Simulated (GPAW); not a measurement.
InAs: band structure with SOGGA

**Experimental background.**

From a printed reference work, data compilation, for a bulk crystal of InAs at 4.2 K: band gap 0.418 eV (direct).

The system is InAs.

```
In As
1.0
     0.00000    3.01800    3.01800
     3.01800    0.00000    3.01800
     3.01800    3.01800    0.00000
In As
1 1
Direct
  0.00000 0.00000 0.00000
  0.75000 0.75000 0.75000
```

```yaml
Program: GPAW 26.7.0
Task: band structure
Functional: SOGGA
Potentials_or_basis: PAW data sets generated in the run's folder for this functional
Cutoff: 600 eV
Basis: pw
k_mesh: 6 × 6 × 6
Occupations: fermi-dirac, width 0.05 eV
Spin: spin-orbit coupling, no magnetisation
Maxiter: 150
Band_path: GXWKGLUWLK,UX
Band_points: 60
spin_axis_theta_degrees: 0
spin_axis_phi_degrees: 0
Soc_after_scf: second variation
```

```yaml
Pressure: 1.3 GPa
Band_gap_along_the_path: none (metal or under the smearing width)
```

Levels at the corners of the path, in eV from the Fermi level:
| point | band 16 | band 17 | band 18 | band 19 | band 20 | band 21 |
| --- | --- | --- | --- | --- | --- | --- |
| Γ | -0.37 | 0.00 | 0.00 | 0.00 | 0.00 | 3.37 |
| X | -2.51 | -2.50 | -2.50 | 1.30 | 1.30 | 1.86 |
| W | -3.15 | -3.10 | -3.01 | 3.96 | 4.08 | 4.13 |
| K | -3.47 | -2.12 | -2.12 | 1.88 | 1.89 | 4.07 |
| Γ | -0.37 | 0.00 | 0.00 | 0.00 | 0.00 | 3.37 |
| L | -1.28 | -1.01 | -1.01 | 0.75 | 0.75 | 4.39 |
| U | -3.47 | -2.12 | -2.12 | 1.88 | 1.89 | 4.07 |
| W | -3.15 | -3.10 | -3.01 | 3.96 | 4.08 | 4.13 |
| L | -1.28 | -1.01 | -1.01 | 0.75 | 0.75 | 4.39 |
| K | -3.47 | -2.12 | -2.12 | 1.88 | 1.89 | 4.07 |
| U | -3.47 | -2.12 | -2.12 | 1.88 | 1.89 | 4.07 |
| X | -2.51 | -2.50 | -2.50 | 1.30 | 1.30 | 1.86 |

Run time: 40 s on 1 thread of Arm Neoverse V1 (shared host), peak memory 0.27 GiB.

A measured gap of InAs is 0.418 eV (direct; 4.2 K; a printed reference work, data compilation); the calculated 0.00 eV misses it by -0.42 eV. The value is that of SOGGA, without temperature or zero-point motion.

Caveat: spin-orbit coupling was added after a scalar SCF, so levels and gaps hold it while energy, forces, pressure and moments don't; this program's spin-orbit splittings come out too wide for heavy elements; this crystal is a semiconductor, whose small gap the functional closes, so the metal is an error of the method.
